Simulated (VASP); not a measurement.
Input of a VASP 6.6.1 run:

Contents of INCAR:

```
  PREC = Accurate
  ENCUT = 520
  EDIFF = 1E-7
  ISMEAR = -1
  SIGMA = 0.05
  LREAL = F
  LASPH = T
  NELM = 80
  ALGO = Normal
  ISIF = 2
  LWAVE = F
  LCHARG = F
  GGA = RE
  IVDW = 13
  NBANDS = 16
```

The input KPOINTS:

```
regular mesh
0
Gamma
  8 8 8
```

POSCAR

```
InP
1.0
    0.0000000000      2.9413599700      2.9413599700
    2.9413599700      0.0000000000      2.9413599700
    2.9413599700      2.9413599700      0.0000000000
In P
1 1
Direct
    0.0000000000      0.0000000000      0.0000000000
    0.7500000000      0.7500000000      0.7500000000
```

Potentials or basis: VASP PAW PBE potentials, release 64 (In_d, P).

Command:

```sh
$ cat potpaw_PBE.64/In_d/POTCAR potpaw_PBE.64/P/POTCAR > POTCAR
$ mpirun -np 1 vasp_std > vasp.out
```

Q: Estimate the pressure.

A: -0.1 GPa.

Q: Predict the dispersion energy per atom.

A: -0.531 eV.

Q: Estimate the band gap on the k mesh.

A: 0.75 eV, direct.

Caveat: the PAW data sets were made with another functional, which shifts forces and pressure a little; spin-orbit coupling is left out, which moves the levels of the heavy elements.

**The experiment to reproduce.**

From a printed reference work, data compilation, for a bulk crystal of InP at 1.6 K: band gap 1.4236 eV (direct).

Measured gap of InP: 1.4236 eV (direct; 1.6 K; a printed reference work, data compilation). This calculation gives 0.75 eV (-0.67 eV). Spin-orbit coupling on In is left out. The value is that of revPBE+D4, without temperature or zero-point motion. Semilocal functionals fall short of measured gaps as a rule.
